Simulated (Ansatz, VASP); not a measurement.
Sc in VASP and in Ansatz

```
CELL_PARAMETERS angstrom
0.00000 2.26263 2.26263
2.26263 0.00000 2.26263
2.26263 2.26263 0.00000
ATOMIC_POSITIONS crystal
Sc 0.00000 0.00000 0.00000
```

Change from the starting cell: volume scaled by 0.9405.

Alike in both runs: task single point; functional PBE; k mesh 13 × 13 × 13; occupations fermi-dirac, width 0.03 eV; no spin polarisation.

|  | VASP | Ansatz |
| --- | --- | --- |
| version | VASP 6.6.1 | Ansatz 0.2.0 |
| potentials or method | VASP PAW PBE potentials, release 64 (Sc_sv), cutoff 520 eV | all-electron LAPW, scalar-relativistic |

Ansatz gave:

| Quantity | Value |
| --- | --- |
| pressure (GPa) | 3.4 |

Problem. Estimate VASP's values.

Solution. Pressure (GPa): 3.5.

Ansatz ran all-electron here, so the differences hold the error of VASP's frozen core and of both bases.
